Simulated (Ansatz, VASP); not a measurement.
One calculation of AgI, two programs

```xyz
2
Lattice="0.0000 3.2501 3.2501 3.2501 0.0000 3.2501 3.2501 3.2501 0.0000" Properties=species:S:1:pos:R:3 pbc="T T T"
Ag    0.0000    0.0000    0.0000
I     4.8751    4.8751    4.8751
```

Alike in both runs: functional PBE; dispersion D3(BJ); k mesh 8 × 8 × 8; occupations gaussian, width 0.02 eV; no spin polarisation.

Ansatz relaxed the structure, and its values are those at the end. VASP's run is a single point on that final structure, the one shown.

|  | VASP | Ansatz |
| --- | --- | --- |
| version | VASP 6.6.1 | Ansatz 0.2.0 |
| potentials or method | VASP PAW PBE potentials, release 64 (Ag, I) | scalar-relativistic, plane waves, PAW |
| plane-wave cutoff (eV) | 520 | 420 |
| valence electrons in the cell | 18 | 36 |

|  | VASP | Ansatz | Ansatz less VASP |
| --- | --- | --- | --- |
| gap on the k mesh at the Fermi level (eV) | 1.34 | 1.34 | -0.003 |
| least direct gap on the mesh (eV) | 1.34 | 1.34 | -0.003 |
| pressure (GPa) | -0.1 | 0.0 | +0.06 |

The two sets of potentials don't hold the same shells in valence.

Caveats: spin-orbit coupling is left out, which moves the levels of the heavy elements.
